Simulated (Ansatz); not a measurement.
Crystal: Ir.

```xyz
1
Lattice="0.0000 1.9156 1.9156 1.9156 0.0000 1.9156 1.9156 1.9156 0.0000" Properties=species:S:1:pos:R:3 pbc="T T T"
Ir    0.0000    0.0000    0.0000
```

```yaml
Program: Ansatz 0.2.0
Task: relaxation of cell and atoms
Functional: BLYP
Dispersion: D3(BJ)
Potentials_or_basis: Ansatz PAW
Cutoff: "420 eV (not typed: the program's choice for these potentials)"
k_mesh: 12 × 12 × 12
Occupations: fermi-dirac, width 0.05 eV
Spin: no spin polarisation
```

At the start: volume 14.06 Å³/atom.

Q: How do energy, volume and symmetry change on relaxing?

A: It ends after 4 steps and the volume is 14.36 Å³/atom (+2.2 %); space group Fm-3m (No. 225, to 0.05 Å).

Step by step:
| step | energy change (eV) | largest force (eV/Å) | volume (Å³) |
| --- | --- | --- | --- |
| 1 | 0.0000 | 0.0000 | 14.06 |
| 2 | -0.0072 | 0.0000 | 14.39 |
| 3 | -0.0073 | 0.0000 | 14.36 |
| 4 | -0.0074 | 0.0000 | 14.36 |

Final structure:
```cif
data_structure
_symmetry_space_group_name_H-M 'P 1'
_symmetry_Int_Tables_number 1
_cell_length_a 2.7285
_cell_length_b 2.7285
_cell_length_c 2.7285
_cell_angle_alpha 60.000
_cell_angle_beta 60.000
_cell_angle_gamma 60.000
_cell_volume 14.36
loop_
_atom_site_label
_atom_site_type_symbol
_atom_site_fract_x
_atom_site_fract_y
_atom_site_fract_z
_atom_site_occupancy
Ir1 Ir 0.00000 0.00000 0.00000 1
```

Caveat: the plane-wave basis is chosen anew once the cell has moved, so the energies of steps on either side of that aren't comparable; the PAW data sets come from PBE, with cores solved anew for the run's functional, which leaves a small shift of forces and pressure.
